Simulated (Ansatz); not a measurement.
## Notes on a calculation: AgBr

**The experiment.** The Crystallography Open Database holds a cell as deposited of cubic AgBr (space group Fm-3m), temperature not stated (1963): a = 5.774 Å, 24.07 Å³/atom.

Computed with Ansatz (plane waves, PAW, 420 eV cutoff): PBE, scalar-relativistic, no spin polarisation, Γ-centred 10×10×10 mesh, 0.05 eV Gaussian smearing. The datasets are Ansatz's generated set soft_2.

The chain of runs began from a cell as deposited in COD, expanded in volume.

Starting cell, 1 % over the database's volume:

```yaml
crystal:
  lattice:
    - [0.00000, 2.89564, 2.89564]
    - [2.89564, 0.00000, 2.89564]
    - [2.89564, 2.89564, 0.00000]
  atoms:
    - { symbol: Ag, position: [0.50000, 0.50000, 0.50000] }
    - { symbol: Br, position: [0.00000, 0.00000, 0.00000] }
```

The first steps of the search for zero pressure:

```tsv
run	level	k-mesh	kind	V (Å³/atom)	P (GPa)	gap on the mesh (eV)
1	PBE	10×10×10	fixed cell	24.28	1.1	0.68
```

Q: At which volume does PBE reach zero pressure?

A: 24.90 Å³/atom, about 2.6 % over the start.

The steps that followed:

```tsv
run	level	k-mesh	kind	V (Å³/atom)	P (GPa)	E − E(final) (meV/atom)	gap on the mesh (eV)
2	PBE	10×10×10	fixed cell	24.45	0.8	1.1	0.68
3	PBE	10×10×10	fixed cell	24.90	0.0	0.0	0.69
```

The cell is relaxed to zero pressure at this level.

The final structure (symmetry read at 0.01 Å). The structure is cubic, space group Fm-3m (No. 225). Conventional cell: a = 5.841 Å, b = 5.841 Å, c = 5.841 Å, α = 90.00°, β = 90.00°, γ = 90.00°. Ag (site symmetry m-3m) has 6 Br at 2.92 Å as nearest neighbours. Around Br (site symmetry m-3m) lie 6 Ag at 2.92 Å. (Neighbours are counted to 15 % beyond the shortest distance.)

At the final geometry the gap, band path included, is 0.69 eV. The equation of state gives B0 = 39 GPa and B0′ = 5.4. Against the elements' standard states, run alike and uncorrected, the formation energy is -0.31 eV/atom. 

**Reading the result.**

Shannon's ionic radii give a check on the bond lengths: Ag⁺ with 6 neighbours 1.15 Å + Br⁻ 1.96 Å = 3.11 Å against a computed mean of 2.92 Å. The largest miss is -6 %; bonds shorter than the sum are usual where the bond is partly covalent, as with large, soft anions.

Bader charges against formal ones: Ag +0.48 (+1), Br −0.48 (−1). The cations give up 48 % of the formal charge; Bader charges stay under formal ones because the anions' density reaches into the cations' basins, the more so the higher the formal charge and the softer the anion.

**Comparison.** The computed cell (5.841 Å, 24.90 Å³/atom) differs from the database's by +3.5 % in volume, about +1.1 % in length. PBE usually overestimates volumes by a few per cent. The static lattice also lacks zero-point motion and thermal expansion, roughly 1.3 to 3.2 % in volume at 300 K (room temperature assumed) by Grüneisen's rule, γ·3k_BT/(B0·V0) with γ of 1 to 2.5, so its own overestimate is larger than the figure.

Kohn–Sham gaps of semilocal functionals lie under measured ones, often by a third or more.
